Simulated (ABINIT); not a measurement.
The system is Au.

```xyz
1
Lattice="0.0000 2.0350 2.0350 2.0350 0.0000 2.0350 2.0350 2.0350 0.0000" Properties=species:S:1:pos:R:3 pbc="T T T"
Au    0.0000    0.0000    0.0000
```

```yaml
Program: ABINIT 10.8.3 (patched build)
Task: single point
Functional: PBE
Potentials_or_basis: JTH PAW PBE v2.0
Cutoff: 544 eV
k_mesh: 11 × 11 × 11
Occupations: fermi-dirac, width 0.05 eV
Spin: no spin polarisation
```

On this cell: pressure 10.9 GPa; band gap on the k mesh none (metal or under the smearing width).

The same run follows on a disturbed copy (cell strained at random at fixed volume):

```
Au
1.0
     0.05952    2.03278    2.02390
     2.06284    0.03015    2.05328
     2.07413    2.07344    0.01886
Au
1
Cartesian
  0.0297 0.0344 -0.0121
```

Question: What does the disturbed cell give?

Answer: The energy (extrapolated to zero smearing) moves by +6.9 meV/atom; pressure 11.2 GPa; band gap on the k mesh none (metal or under the smearing width).

Stress tensor (GPa, compression positive):
```
11.29 -2.25 -1.67
-2.25 11.12  0.27
-1.67  0.27 11.06
```
